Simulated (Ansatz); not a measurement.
PbTe in the NiAs-type structure was relaxed with 5 functionals in the plane-wave code Ansatz, cell and atoms free, the symmetry of the start kept (meshes: PBE 6×6×4, r2SCAN 6×6×4, PBEsol 6×6×4, LDA 6×6×4, HSE06 6×6×2). The calculation is spin-unpolarised, and the structure need not be a phase that has been made.

The PBE result:
```cif
data_structure
_symmetry_space_group_name_H-M 'P6_3/mmc'
_symmetry_Int_Tables_number 194
_cell_length_a 4.5715
_cell_length_b 4.5715
_cell_length_c 7.9577
_cell_angle_alpha 90.000
_cell_angle_beta 90.000
_cell_angle_gamma 120.000
_cell_volume 144.02
loop_
_atom_site_label
_atom_site_type_symbol
_atom_site_symmetry_multiplicity
_atom_site_Wyckoff_symbol
_atom_site_fract_x
_atom_site_fract_y
_atom_site_fract_z
_atom_site_occupancy
Pb1 Pb 2 a 0.00000 0.00000 0.00000 1
Te1 Te 2 c 0.33333 0.66667 0.25000 1
```

It is hexagonal, P6_3/mmc (No. 194); a = 4.571 Å, c = 7.958 Å in the conventional setting, 36.01 Å³ an atom. Around Pb lie 6 Te at 3.31 Å; around Te lie 6 Pb at 3.31 Å.

Question: What lattice does LDA give?

Answer: a = 4.422 Å, c = 7.763 Å; the volume differs by -8.7 % from PBE's. Pb has 6 Te at 3.21 Å; Te has 6 Pb at 3.21 Å.

Question: What lattice does PBEsol give?

Answer: a = 4.476 Å, c = 7.819 Å; the volume differs by -5.8 % from PBE's. Pb is surrounded by 6 Te at 3.24 Å; Te is surrounded by 6 Pb at 3.24 Å.

Question: Held at the r2SCAN cell, what mean stress do LDA and PBE find, and does its sign point to their own minimum?

Answer: Yes. LDA -2.93 GPa, and its relaxed volume is -7.2 % from r2SCAN's; PBE +0.62 GPa, and its relaxed volume is +1.6 % from r2SCAN's. Compression counts positive, so a positive stress asks for a larger cell.

The cell is metallic with PBEsol, LDA, and these meshes limit the relaxed cells of a metal. A gap that a hybrid shows on its coarser mesh alone may close between the points.

Spin-orbit coupling is left out; in compounds of Pb, Bi, Tl or Hg it can lower a gap by up to about 1 eV, split its edges or invert the bands.

The meshes of the hybrids are coarse, so their gaps aren't converged to the digits shown.
